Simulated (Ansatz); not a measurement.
A run of Ansatz 0.2.0 is set up as follows.

The input input.yaml:

```yaml
crystal:
  lattice:
    - [2.2675, 1.3091417354, 3.938]
    - [-2.2675, 1.3091417354, 3.938]
    - [0.0, -2.6182834708, 3.938]
  atoms:
    - { symbol: Bi, position: [0.766, 0.766, 0.766] }
    - { symbol: Bi, position: [0.234, 0.234, 0.234] }
kpoints:
  mp_grid: { grid: [7, 7, 7] }
  band_path:
    path:
      - [0.0, 0.0, 0.0]
      - [0.5, 0.0, 0.0]
      - [0.5, 0.2403434496, -0.2403434496]
    npoints: 12
scf:
  occupations: { method: fermi_dirac, width: 0.05 }
hamiltonian:
  xc: pbesol
  pseudopotentials: { kind: all_electron, lapw: { basis_error: 0.001 } }
output:
  forces: true
  stress: true
  eigenvalues: true
```

Potentials or basis: all-electron LAPW, scalar-relativistic.

Command:

```console
$ ansatz run input.yaml --threads 1 --pin off --max-ram 3072MiB --backend cpu --events-out ev --progress --plain --runs-dir out
```

**Question.** Estimate the pressure.

**Answer.** -0.3 GPa.

**Question.** Estimate the band gap along the path.

**Answer.** None (metal or under the smearing width).

**Question.** What does it give for the largest force?

**Answer.** 0.131 eV/Å.

Forces on the atoms (eV/Å):
```
Bi   0.000  0.000 -0.131
Bi   0.000  0.000  0.131
```

Caveat: spin-orbit coupling is left out, which moves the levels of the heavy elements.
